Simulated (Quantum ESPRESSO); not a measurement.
I under changes of volume

One of the cells (42.631 Å³/atom); the others are scaled copies at fixed shape and fractional positions:

```xyz
4
Lattice="3.6350 -2.3950 0.0000 3.6350 2.3950 0.0000 0.0000 0.0000 9.7934" Properties=species:S:1:pos:R:3 pbc="T T T"
I     3.6350   -0.7152    3.7646
I     3.6350    1.6799    1.1321
I     3.6350    0.7152    6.0288
I     3.6350   -1.6799    8.6613
```

```yaml
Program: Quantum ESPRESSO 7.5
Functional: LDA
Potentials_or_basis: GBRV 1.5 LDA
Cutoff: 612 eV
Density_cutoff: 4898 eV
k_mesh: 7 × 7 × 3
Occupations: fermi-dirac, width 0.05 eV
Spin: no spin polarisation
```

```tsv
volume (Å³/atom)	energy over the lowest point (meV/atom)	pressure (GPa)	gap on the mesh (eV)	largest force (eV/Å)
40.073	2.86	0.9	1.35	1.359
40.926	0.00	0.2	1.31	1.143
41.778	0.42	-0.4	1.27	0.945
42.631	3.71	-0.9	1.23	0.762
43.483	9.57	-1.3	1.19	0.594
44.336	?	?	?	?
45.189	27.71	-2.1	1.11	0.305
```

Q: What does the run at 44.336 Å³/atom give?

A: Energy over the lowest point 17.65 meV/atom; pressure -1.7 GPa; gap on the mesh 1.15 eV; largest force 0.441 eV/Å.

Worked out: A Birch-Murnaghan fit of order 3 (a polynomial in V^(-2/3)) to the other rows has its minimum at 41.23 Å³/atom with B0 = V·E''(V) = 28 GPa and B' = 5.1 at fixed shape and positions, which overstates the stiffness. It gives 17.65 meV/atom at 44.336 Å³/atom, against the run's 17.65, and -dE/dV = -1.7 GPa, against -1.7. A straight line through the other rows of the gap, of slope -2 eV per unit of ln V, gives 1.15 eV, against the run's 1.15.

Energies are extrapolated to zero smearing.

Caveats: spin-orbit coupling is left out, which moves the levels of the heavy elements; an odd mesh through Γ misses points on the zone boundary, where band edges often lie; forces of over 1 eV/Å show positions far from the minimum, so gaps and moduli don't describe the material at rest (some runs).
